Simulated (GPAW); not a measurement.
# 2H-WS2 monolayer in an electric field, part 2 of 2

Aim: the dipole that a field along the normal induces in 2H-WS2 monolayer.

GPAW 26.7.0; GPAW, PAW setups; layer in a repeated cell with vacuum, relaxation of atoms and in-plane cell (the session's first sound run).

So far. Step 5 (In a field): The dipole is now -0.0247 e Å, against -1.9e-4 in the run without a field. Step 8 (Field on): The dipole is now 0.0247 e Å, against -1.9e-4 in the run without a field.

### Step 9. In a field

Level of this step: GPAW, PAW setups; slab in vacuum (GPAW).

The input, run.py:

```python
import json
import numpy as np
from ase import Atoms
from gpaw import GPAW, PW
from gpaw.external import ConstantElectricField

slab = Atoms(
    ['S', 'W', 'S'],
    positions=[
        [-0.00000, 1.83906, 7.00000],
        [-0.00000, 0.00000, 8.57214],
        [-0.00000, 1.83906, 10.14428]],
    cell=[[3.18534, 0.0, 0.0], [-1.59267, 2.75859, 0.0], [0.0, 0.0, 17.1443]],
    pbc=[True, True, False])

slab.calc = GPAW(mode=PW(400), xc='PBE', kpts={'size': (12, 12, 1), 'gamma': True},
                 occupations={'name': 'fermi-dirac', 'width': 0.05}, nbands='160%',
                 convergence={'density': 1e-05}, maxiter=200,
                 poissonsolver={'dipolelayer': 'xy'},
                 external=ConstantElectricField(0.2, [0, 0, 1]),
                 symmetry={'tolerance': 1e-3}, txt='slab.txt')
result = {}
energy = slab.get_potential_energy()
fermi = slab.calc.get_fermi_level()
v = slab.calc.get_electrostatic_potential().mean((0, 1)) - fermi
n = slab.calc.get_pseudo_density().mean((0, 1))
L = slab.cell[2, 2]
z = np.arange(len(v)) * L / len(v)
low, high = slab.positions[:, 2].min(), slab.positions[:, 2].max()
below, above = np.interp([low - 4.8, high + 4.8], z, v)
slopes = [np.interp(x, z, np.gradient(v, z)) for x in (low - 4.8, high + 4.8)]
eps = np.array([[slab.calc.get_eigenvalues(k, s) for k in range(len(slab.calc.get_ibz_k_points()))]
                for s in range(slab.calc.get_number_of_spins())]) - fermi
top, bottom = eps[eps < 0].max(), eps[eps > 0].min()
dipole = slab.get_dipole_moment()[2]
print(f'energy {energy:.4f} eV, Fermi level {fermi:.4f} eV, dipole {dipole:.5f} e A')
print(f'potential 4.8 A off the faces, from the Fermi level: lower {below:.4f} eV, upper {above:.4f} eV')
print(f'slope of the potential there: lower {slopes[0]:.5f}, upper {slopes[1]:.5f} eV/A')
print(f'nearest levels on the mesh: {top:.4f} and {bottom:.4f} eV')
print('magnetic moment', round(slab.get_magnetic_moment(), 3))
result.update(energy=energy, fermi=fermi, dipole=dipole, below=below, above=above, slopes=slopes, edges=[top, bottom],
              z=z.tolist(), v=v.tolist(), n=n.tolist(), positions=slab.positions.tolist(),
              forces=slab.get_forces(apply_constraint=False).tolist(), moments=slab.get_magnetic_moments().tolist())
json.dump(result, open('result.json', 'w'))
```

The run is started by

```
> OMP_NUM_THREADS=1 OPENBLAS_NUM_THREADS=1 python run.py
```

What it wrote:

```text
energy -22.2352 eV, Fermi level 0.1157 eV, dipole 0.04948 e A
potential 4.8 A off the faces, from the Fermi level: lower 5.3131 eV, upper 4.2943 eV
slope of the potential there: lower -0.00015, upper 0.00008 eV/A
nearest levels on the mesh: -0.9220 and 0.8946 eV
magnetic moment 0.0
```

Run time: 72 s. Hardware: 1 thread of Arm Neoverse V2, shared host; peak memory 0.28 GiB.

The dipole is now 0.0495 e Å, against -1.9e-4 in the run without a field.

### Step 10. In a field

run.py, as its differences from that of step 9:

```diff
@@ -19,3 +19,3 @@
                  poissonsolver={'dipolelayer': 'xy'},
-                 external=ConstantElectricField(0.2, [0, 0, 1]),
+                 external=ConstantElectricField(0.3, [0, 0, 1]),
                  symmetry={'tolerance': 1e-3}, txt='slab.txt')
```

What it wrote:

```text
energy -22.2414 eV, Fermi level 0.1133 eV, dipole 0.07423 e A
potential 4.8 A off the faces, from the Fermi level: lower 5.5716 eV, upper 4.0429 eV
slope of the potential there: lower -0.00018, upper 0.00007 eV/A
nearest levels on the mesh: -0.9214 and 0.8952 eV
magnetic moment 0.0
```

Elapsed: 74 s, on 1 thread; peak memory 0.28 GiB.

Table of electrostatic potential energy of an electron (without an applied field's), less the Fermi level, planar mean by z:

```tsv
z (Å)	electrostatic potential energy of an electron (without an applied field's), less the Fermi level, planar mean (eV)
0.0	4.81
0.5	5.57
1.0	5.57
1.5	5.57
2.0	5.57
2.5	5.57
3.0	5.57
3.5	5.57
4.0	5.57
4.5	5.55
5.0	5.46
5.5	5.08
6.0	3.31
6.5	-4.58
7.0	-18.9
7.5	-8.17
8.0	-11.3
8.5	-23.9
9.0	-15.6
9.5	-7.49
10.0	-18.1
10.5	-10.2
11.0	0.695
11.5	3.37
12.0	3.91
12.5	4.02
13.0	4.04
13.5	4.04
14.0	4.04
14.5	4.04
15.0	4.04
15.5	4.04
16.0	4.04
16.5	4.04
17.0	4.49
```

The dipole is now 0.0742 e Å, against -1.9e-4 in the run without a field.

### Step 11. The series

The members are put on one axis.

This step: induced dipole against applied field (GPAW 26.7.0).

The dipole along the normal by field:

```tsv
field (V/Å)	dipole along the normal (e·Å)
-0.200	-0.0495
-0.100	-0.0247
-0.050	-0.0124
0.000	-1.9e-4
0.050	0.0124
0.100	0.0247
0.200	0.0495
0.300	0.0742
```

### Step 12. A changed run

One more run, with changed settings.

This step: GPAW, PAW setups; slab in vacuum (GPAW 26.7.0).

run.py, as its differences from that of step 10:

```diff
@@ -4,3 +4,2 @@
 from gpaw import GPAW, PW
-from gpaw.external import ConstantElectricField
 
@@ -16,6 +15,5 @@
 slab.calc = GPAW(mode=PW(400), xc='PBE', kpts={'size': (12, 12, 1), 'gamma': True},
-                 occupations={'name': 'fermi-dirac', 'width': 0.05}, nbands='160%',
-                 convergence={'density': 1e-05}, maxiter=200,
+                 occupations={'name': 'fermi-dirac', 'width': 2.0}, nbands='160%',
+                 convergence={'density': 1e-05}, maxiter=50,
                  poissonsolver={'dipolelayer': 'xy'},
-                 external=ConstantElectricField(0.3, [0, 0, 1]),
                  symmetry={'tolerance': 1e-3}, txt='slab.txt')
```

What it wrote:

```text
gpaw.KohnShamConvergenceError
```

It took 46 s on 1 thread; peak memory 0.17 GiB.

The run stopped without converging, so none of its numbers is a property of the system.

The fault put into the input: a smearing of electronvolts, under a cap of 50 iterations, which ended the run (width = 2.0).

### Step 13. Results

| Property | Result |
| --- | --- |
| work function, both faces (Fermi level placed in the gap by the smearing) | 4.80 eV |
| ionisation energy from the upper face (highest filled level on the mesh) | 5.73 eV |
| electron affinity from the upper face (lowest empty Kohn-Sham level on the mesh) | 3.91 eV |
| dipole along the normal | -1.9e-4 e Å |
| induced dipole per field | 0.247 e Å per V/Å |
| out-of-plane polarisability per area, α/(ε0 A) | 5.09 Å |

The field induces 0.247 e Å per V/Å, a polarisable thickness α/(ε0 A) of 5.09 Å beside 3.14 Å between the outermost nuclei. A perfect conductor would give the distance between its two image planes; a dielectric of thickness t gives t(1 - 1/ε). The levels nearest the Fermi level on the mesh lie 1.82 eV apart, so the slab is gapped there: the smearing puts the Fermi level inside the gap, and from either face the ionisation energy is the work function plus 0.92 eV. Both are Kohn-Sham levels on the mesh, and semilocal gaps are too small, so the affinity tends to come out too large and the ionisation energy too small. The induced dipole is linear in the field over this range. With elements this heavy, spin-orbit coupling can move band edges by tenths of an eV. The layer's cell and atoms come from the relaxation; spin-orbit coupling and temperature are left out.

[Logs are printed without paths, hosts, clocks, repeated set-up lines and the standing remarks that a program may print on its own settings, such as how far it seeks lower states.]

[Hosts, paths, dates, database ids (printed as entryN), source tags and the programs' standing remarks are cut or masked in the printed files.]
